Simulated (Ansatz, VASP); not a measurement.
One calculation of Si, two programs

```
Si
1.0
    -2.37137    2.37137    1.32927
     2.37137   -2.37137    1.32927
     2.37137    2.37137   -1.32927
Si
2
Direct
  0.50000 0.50000 0.00000
  0.25000 0.75000 0.50000
```

Alike in both runs: task single point; functional LDA; k mesh 11 × 11 × 11; occupations fermi-dirac, width 0.05 eV; no spin polarisation.

|  | VASP | Ansatz |
| --- | --- | --- |
| version | VASP 6.6.1 | Ansatz 0.2.0 |
| potentials or method | VASP PAW LDA potentials, release 64 (Si), cutoff 520 eV | all-electron LAPW, scalar-relativistic |

VASP gave:

* gap on the k mesh at the Fermi level (eV): none
* pressure (GPa): -0.8
* largest component of the traceless stress (GPa): 0.87

Problem. What did Ansatz give for the same quantities?

Solution. gap on the k mesh at the Fermi level (eV): none; pressure (GPa): -0.9; largest component of the traceless stress (GPa): 0.83.

A gap of «none» marks a metal or a gap that the smearing closes. Ansatz ran all-electron here, so the differences hold the error of VASP's frozen core and of both bases.
